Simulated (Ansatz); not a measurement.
# Ca (Fm-3m) in Ansatz: a series of runs

Runs on Ca. Level: PBE. Tasks: single point, relaxation of cell and atoms.

All numbers are computed with Ansatz 0.2.0; they aren't measurements. Logs are shortened: lines on timing, memory, paths and dates and some standing lists are left out, and cuts for length are marked.

## 1. The crystal as given

Symmetry: Fm-3m, No. 225, cubic system. Conventional cell: a = 5.588 Å, b = 5.588 Å, c = 5.588 Å, α = 90.00°, β = 90.00°, γ = 90.00°. Ca (site symmetry m-3m) is surrounded by 12 Ca at 3.95 Å.

## 2. Single point, PBE (strain = -0.02)

input.yaml reads:

```yaml
crystal:
  lattice:
    - [0.0, 2.7942, 2.7942]
    - [2.738316, 0.0, 2.7942]
    - [2.738316, 2.7942, 0.0]
  atoms:
    - { symbol: Ca, position: [0.0, 0.0, 0.0] }
kpoints:
  mp_grid: { grid: [8, 8, 8] }
scf:
  occupations: { method: fermi_dirac, width: 0.05 }
hamiltonian:
  xc: pbe
  pseudopotentials: { kind: all_electron, lapw: { basis_error: 0.001 } }
output:
  forces: true
  stress: true
  eigenvalues: true
```

Potentials or basis: all-electron LAPW, scalar-relativistic.

On the command line:

```
$ ansatz run input.yaml --threads 1 --pin off --max-ram 3072MiB --backend cpu --events-out ev --progress --plain --runs-dir out
```

What it wrote:

```text
Warning: RAYON_NUM_THREADS=1 ignored (pool sized by the plan → 1); use --threads N
LAPW: plane waves up to 4.617 Å⁻¹, error target 1.0e-3 eV per atom; small_component_spin mean_spin; Ca in spheres of 1.956 Å, 10 of its electrons in bands, Dirac shells [] (how accurate: hamiltonian.pseudopotentials.lapw.basis_error, Limitations)
Engine: ansatz 0.2.0, aarch64-unknown-linux-gnu
Pseudopotentials: kind: all_electron
Pseudopotential: Ca, LAPW, valence charge 10, lapw/all_electron/scalar/gaussian/Ca, Koelling and Harmon's equation, gaussian nucleus
Functional definition: PBE
  parameter kappa = 0.804
  parameter beta = 0.06672455060314922
  exchange = pbe_x(kappa = kappa, mu = beta*pi^2/3)
  correlation = pbe_c(beta = beta)
Crystal: 1 atoms, lattice volume = 42.759 Å³
Basis set: ecut = 81.20694535984981 eV, 65 PW (Γ), exchange–correlation at level 2
Bands: 9, of which v1, the nominal top of the filled ones, is band 5 counted from 1 (4 counted from 0)
Symmetry: 16 space group operations
Space group: I4/mmm (ITA 139), of the structure as read, at distance tolerance 3.5e-5 Å
k-points: 59 of 512
Non-local potential: Ca, projectors of the file, none
Initial density: superposition of atomic densities (chi_scale 0.1, normalization cell)
Initial wavefunctions: plane waves of lowest kinetic energy (no species holds an atomic orbital)
Functional: x = pbe(κ = 0.804, μ = 0.2195149727645171), c = pbe(β = 0.06672455060314922)
iter 1 solved again at ethr=9.21e-5 eV; its pass at ethr=1.00e-1 eV (dr2=9.21e-3 eV) is discarded
SCF iter   1: F=—  HF=-18514.469902 eV  |F-HF|=—  |Δ(HF+E_count)|=         —  Δρ=3.38e-3  dr2=9.17e-3  ethr=9.21e-5  ⟨swp⟩=3.3  Hψ=4217  notcnv=0
preconditioner: auto → none  [metal: Δε(μ)=0.086 eV  Ē_g=3.442 eV  σ=0.050 eV  W_gap=0.40  n_scr=8 (ndim 8)  ℏωp=8.0 eV  f_vac=0.000  D(μ)=1.48/eV (n_scr^D=14)  sad-step TF]
SCF iter   2: F=—  HF=-18514.471540 eV  |F-HF|=—  |Δ(HF+E_count)|=   1.64e-3  Δρ=2.71e-3  dr2=6.11e-3  ethr=9.17e-5  ⟨swp⟩=2.0  Hψ=1671  notcnv=0
iter 3 solved again at ethr=4.28e-6 eV; its pass at ethr=6.11e-5 eV (dr2=4.28e-4 eV) is discarded
SCF iter   3: F=—  HF=-18514.474009 eV  |F-HF|=—  |Δ(HF+E_count)|=   2.47e-3  Δρ=7.08e-4  dr2=4.28e-4  ethr=4.28e-6  ⟨swp⟩=2.0  Hψ=2744  notcnv=0
SCF iter   4: F=—  HF=-18514.474089 eV  |F-HF|=—  |Δ(HF+E_count)|=   8.04e-5  Δρ=2.74e-5  dr2=5.31e-7  ethr=4.28e-6  ⟨swp⟩=2.0  Hψ=1675  notcnv=0
SCF iter   5: F=-18514.474091 eV  HF=-18514.474091 eV  |F-HF|=2.26e-8  |Δ(HF+E_count)|=   2.19e-6  Δρ=5.34e-6  dr2=2.21e-8  ethr=5.31e-9  ⟨swp⟩=3.0  Hψ=1739  notcnv=0
SCF 1 converged in 5 iterations: F = -18514.474091 eV  dr2 = 2.21e-8
SCF converged after 5 iterations
Free energy (F): -18514.474091 eV
Harris-Foulkes:  -18514.474091 eV  (|F-HF|=2.26e-8)
Internal energy: -18514.462274 eV  (E = F + TS)
E sigma→0 (E₀):  -18514.468183 eV
Entropy (-TS):   -0.011817 eV (-11.817 meV/atom)
Fermi energy:    5.097236 eV
--- Per-component energies (eV) ---
  E_band       = -173.530855
  E_kinetic    = 18658.611958
  E_xc         = -983.031862
  E_electrostatic = -36190.042370  (all electrons and nuclei)
  E_smearing   = -0.011817  (= −TS)
  E_closure    = 0.000000  (closes the sum)
  E_atoms      = -18512.560587  (free atoms, spherical and without spin; not in F)
  Σ components = -18514.474091   (vs F -18514.474091, Δ=0.00e0)
  Basis errors (estimates in eV, not in F): energy 3.1e-4 per atom: plane waves 3.0e-4 (1.6e-4 summed), levels above the bands 6.6e-31, relativity 3.1e-9, radial functions 5.3e-6, core shells 7.4e-11; eigenvalues (radial functions only) 1.4e-6; not estimated: angular momenta, meshes, grids; target (lapw.basis_error) 1.0e-3; muffin-tin radii Ca 1.956 Å
--- Forces (eV/Å), atoms counted from 1 ---
  atom   1  Ca     0.00000000     0.00000000     0.00000000
  max |Σ_I F_I| component: 2.31e-33 eV/Å
--- Stress (GPa, compression-positive) ---
       -0.163133      -0.000000       0.000000
       -0.000000      -0.267856       0.000000
        0.000000       0.000000      -0.267856
  P = ⅓ Tr σ = -0.2329 GPa (-2.329 kbar)
--- Band table (eV; the first three rows and the last of 59) ---
  k-point 0: bands = ["-36.9195", "-17.8354", "-17.8354", "-17.8341", "1.1383", "7.4284", "7.4284", "7.5164", "8.4497"]
  k-point 1: bands = ["-36.9176", "-17.8545", "-17.8384", "-17.8370", "1.4004", "7.1837", "7.5144", "7.5808", "8.3875"]
  k-point 2: bands = ["-36.9131", "-17.9011", "-17.8456", "-17.8427", "2.1464", "6.5484", "7.5411", "7.6369", "8.4997"]
  k-point 58: bands = ["-36.9029", "-17.9189", "-17.9189", "-17.8851", "5.3532", "5.7989", "5.7989", "7.7020", "9.3249"]
```

Run time: 2 s. Hardware: 1 thread of Arm Neoverse V1, shared host; peak memory 0.2 GiB.

What came out:

```
Free energy            : -18514.4741 eV
Pressure               : -0.2 GPa
Band gap on the k mesh : none (metal or under the smearing width)
```

Levels at points of the mesh, in eV from the Fermi level:
| k point | band 3 | band 4 | band 5 | band 6 | band 7 | band 8 |
| --- | --- | --- | --- | --- | --- | --- |
| (0.00, 0.00, 0.00) | -22.93 | -22.93 | -3.96 | 2.33 | 2.33 | 2.42 |
| (0.00, 0.00, -0.50) | -22.95 | -22.95 | -0.94 | -0.13 | 2.19 | 2.30 |
| (0.00, -0.50, -0.50) | -22.98 | -22.98 | -0.36 | 0.60 | 1.11 | 4.07 |
| (-0.50, 0.00, -0.50) | -22.98 | -22.98 | -0.42 | 0.64 | 0.92 | 4.08 |

## 3. Relaxation of cell and atoms, PBE

Edit input.yaml of step 2 so:

```diff
@@ -3,4 +3,4 @@
     - [0.0, 2.7942, 2.7942]
-    - [2.738316, 0.0, 2.7942]
-    - [2.738316, 2.7942, 0.0]
+    - [2.7942, 0.0, 2.7942]
+    - [2.7942, 2.7942, 0.0]
   atoms:
@@ -17,2 +17,5 @@
   stress: true
-  eigenvalues: true
+relax:
+  f_tol: 0.005
+  max_steps: 60
+  cell: {}
```

Potentials or basis: all-electron LAPW, scalar-relativistic.

On the command line:

```
$ ansatz run input.yaml --threads 1 --pin off --max-ram 3072MiB --backend cpu --events-out ev --progress --plain --runs-dir out
```

Run time: 2.6 s. Hardware: 1 thread of Arm Neoverse V2, shared host; peak memory 0.2 GiB.

The run converged. Its results:

| Quantity | Value |
| --- | --- |
| Free energy | -18514.4747 eV |
| Relaxed volume | 42.13 Å³/atom |
| Relaxed cell | a = 3.906 Å, b = 3.906 Å, c = 3.906 Å, α = 60.00°, β = 60.00°, γ = 60.00° |
| Space group after relaxing (to 0.05 Å) | Fm-3m (No. 225) |
| Energy gained by relaxing | 2.6 meV/atom |
| Ionic steps | 4 |
| Pressure after relaxing | 0.0 GPa |

The path:
```
step  energy change (eV)  largest force (eV/Å)  volume (Å³)
   1              0.0000                0.0000        43.63
   2             -0.0017                0.0000        43.01
   3             -0.0026                0.0000        42.13
   4             -0.0026                0.0000        42.13
```

Final structure:
```cif
data_structure
_symmetry_space_group_name_H-M 'P 1'
_symmetry_Int_Tables_number 1
_cell_length_a 3.9059
_cell_length_b 3.9059
_cell_length_c 3.9059
_cell_angle_alpha 60.000
_cell_angle_beta 60.000
_cell_angle_gamma 60.000
_cell_volume 42.13
loop_
_atom_site_label
_atom_site_type_symbol
_atom_site_fract_x
_atom_site_fract_y
_atom_site_fract_z
_atom_site_occupancy
Ca1 Ca 0.00000 0.00000 0.00000 1
```
